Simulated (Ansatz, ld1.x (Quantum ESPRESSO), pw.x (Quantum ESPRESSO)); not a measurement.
**What a changed setting does to a pw.x run (fcc Ti)**

Potential: norm-conserving Troullier–Martins (Kleinman–Bylander form), ld1.x (Quantum ESPRESSO) 7.5, PBE; core [Ar], reference 3d2 4s2 4p0; waves: 4s (bound): rc 2.75 bohr; 4p (bound, empty): rc 2.90 bohr; 3d (bound): rc 2.70 bohr; local part: all-electron potential smoothed inside 2.20 bohr (lloc = -2); core correction: a·sin(br)/r model core inside 1.45 bohr.

The reference run (k-mesh 14³, cutoffs 50/200 Ry, Fermi–Dirac 0.01 Ry, mixing_beta 0.4, conv_thr 1e-9, no spin) gives 0.59 GPa at 17.482 Å³/atom, where all-electron LAPW gives -0.10 GPa. This run, with its own iteration cap, changes smearing to mv.

```
&control
  calculation='scf', prefix='x', pseudo_dir='./', outdir='./tmp', tstress=.true., disk_io='none'
/
&system
  ibrav=0, nat=1, ntyp=1, ecutwfc=50, ecutrho=200, nbnd=9,
  occupations='smearing', smearing='mv', degauss=0.01
/
&electrons
  conv_thr=1e-09, mixing_beta=0.4, electron_maxstep=50
/
ATOMIC_SPECIES
Ti 1.0 Ti.UPF
CELL_PARAMETERS angstrom
  0.00000000 2.05993590 2.05993590
  2.05993590 0.00000000 2.05993590
  2.05993590 2.05993590 0.00000000
ATOMIC_POSITIONS crystal
Ti 0.0000 0.0000 0.0000
K_POINTS automatic
14 14 14 0 0 0
```

```bash
pw.x < Ti.scf.in > Ti.scf.out
```

How does the run end?

It converges in 7 iterations; the free energy moves by +53.3 meV/atom and the pressure by -0.48 GPa. This scheme is built to cancel the term in the square of the width that Fermi–Dirac smearing leaves in the F of a metal.

```
Message from routine setup:
     using ibrav=0 with symmetry is DISCOURAGED, use correct ibrav instead
     lattice parameter (alat)  =       5.5051  a.u.
     unit-cell volume          =     117.9744 (a.u.)^3
     number of electrons       =         4.00
     number of Kohn-Sham states=            9
     kinetic-energy cutoff     =      50.0000  Ry
     charge density cutoff     =     200.0000  Ry
     scf convergence threshold =      1.0E-09
     Exchange-correlation= PBE
     number of k points=   104  Marzari-Vanderbilt smearing, width (Ry)=  0.0100
     iteration #  1     ecut=    50.00 Ry     beta= 0.40
     total energy              =     -13.07373501 Ry
     estimated scf accuracy    <       0.03134170 Ry
     iteration #  2     ecut=    50.00 Ry     beta= 0.40
     total energy              =     -13.07593227 Ry
     estimated scf accuracy    <       0.00224668 Ry
     iteration #  3     ecut=    50.00 Ry     beta= 0.40
     total energy              =     -13.07633426 Ry
     estimated scf accuracy    <       0.00009675 Ry
     iteration #  4     ecut=    50.00 Ry     beta= 0.40
     total energy              =     -13.07633823 Ry
     estimated scf accuracy    <       0.00000223 Ry
     iteration #  5     ecut=    50.00 Ry     beta= 0.40
     total energy              =     -13.07633862 Ry
     estimated scf accuracy    <       0.00000012 Ry
     iteration #  6     ecut=    50.00 Ry     beta= 0.40
     total energy              =     -13.07633864 Ry
     estimated scf accuracy    <          5.6E-09 Ry
     iteration #  7     ecut=    50.00 Ry     beta= 0.40
     the Fermi energy is     8.2385 ev
!    total energy              =     -13.07633864 Ry
     estimated scf accuracy    <          1.6E-11 Ry
     smearing contrib. (-TS)   =      -0.00002766 Ry
     The total energy is F=E-TS. E is the sum of the following terms:
     one-electron contribution =       5.54683751 Ry
     hartree contribution      =       0.16086697 Ry
     xc contribution           =      -9.36156871 Ry
     ewald contribution        =      -9.42244675 Ry
     convergence has been achieved in   7 iterations
          total   stress  (Ry/bohr**3)                   (kbar)     P=        1.06
     Message from routine punch:
     Nothing written, as per user request (disk_io='none')
```

The run took about 5.9 s on one core of a shared host (Neoverse-V1, 32 threads, 247 GiB, load 25).
